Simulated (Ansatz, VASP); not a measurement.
## MnSb: VASP beside Ansatz

File INCAR:

```
ALGO = Normal
EDIFF = 1E-6
ENCUT = 520
GGA = PS
ISIF = 2
ISMEAR = 0
ISPIN = 2
LASPH = T
LCHARG = T
LELF = T
LMAXMIX = 4
LORBIT = 11
LREAL = F
LVHAR = T
LWAVE = F
MAGMOM = 4.17 0
NBANDS = 20
NELM = 150
PREC = Accurate
SIGMA = 0.05
```

The input KPOINTS:

```
k-points
0
Gamma
  10 10 10
```

POSCAR

```
MnSb
1.0
    0.0000000000      3.0154643725      3.0154643725
    3.0154643725      0.0000000000      3.0154643725
    3.0154643725      3.0154643725      0.0000000000
Mn Sb
1 1
Direct
    0.0000000000      0.0000000000      0.0000000000
    0.2500000000      0.2500000000      0.2500000000
```

Input for Ansatz:

```yaml
crystal:
  lattice:
    - [0.0, 3.0154643725, 3.0154643725]
    - [3.0154643725, 0.0, 3.0154643725]
    - [3.0154643725, 3.0154643725, 0.0]
  atoms:
    - { symbol: Mn, position: [0.0, 0.0, 0.0], spin: 4.17 }
    - { symbol: Sb, position: [0.25, 0.25, 0.25] }
basis:
  ecutwfc: 420
  ecutrho_ratio: 4
kpoints:
  mp_grid: { grid: [10, 10, 10] }
hamiltonian:
  xc: pbesol
scf:
  occupations: { method: gaussian, width: 0.05 }
output:
  forces: true
  stress: true
  eigenvalues: true
  populations: true
magnetization:
  spin_polarized: true
```

Alike in both runs: task single point; functional PBEsol; k mesh 10 × 10 × 10; occupations gaussian, width 0.05 eV; collinear spin.

|  | VASP | Ansatz |
| --- | --- | --- |
| version | VASP 6.6.1 | Ansatz 0.2.0 |
| potentials or method | VASP PAW PBE potentials, release 64 (Mn_pv, Sb) | scalar-relativistic, plane waves, PAW |
| plane-wave cutoff (eV) | 520 | 420 |
| valence electrons in the cell | 18 | 30 |

Ansatz gave:

```
gap on the k mesh at the Fermi level (eV)                     : none
pressure (GPa)                                                : 1.0
net moment per atom (μB)                                      : 1.99
size of the moment on the site where the two differ most (μB) : 3.76
```

Which values does VASP return?

gap on the k mesh at the Fermi level (eV): none; pressure (GPa): 1.0; net moment per atom (μB): 1.98; size of the moment on the site where the two differ most (μB): 3.79.

Site moments also hang on the region over which each program counts them. A gap of «none» marks a metal or a gap that the smearing closes. The functional is the same, so the differences come from potentials, cutoffs and numerics. The two sets of potentials don't hold the same shells in valence.

Caveats: the PAW data sets were made with another functional, which shifts forces and pressure a little (VASP); a cell with one magnetic atom can't hold antiferromagnetic order, which such compounds often take. The runs have no spin-orbit coupling, so splittings on Sb are missing.
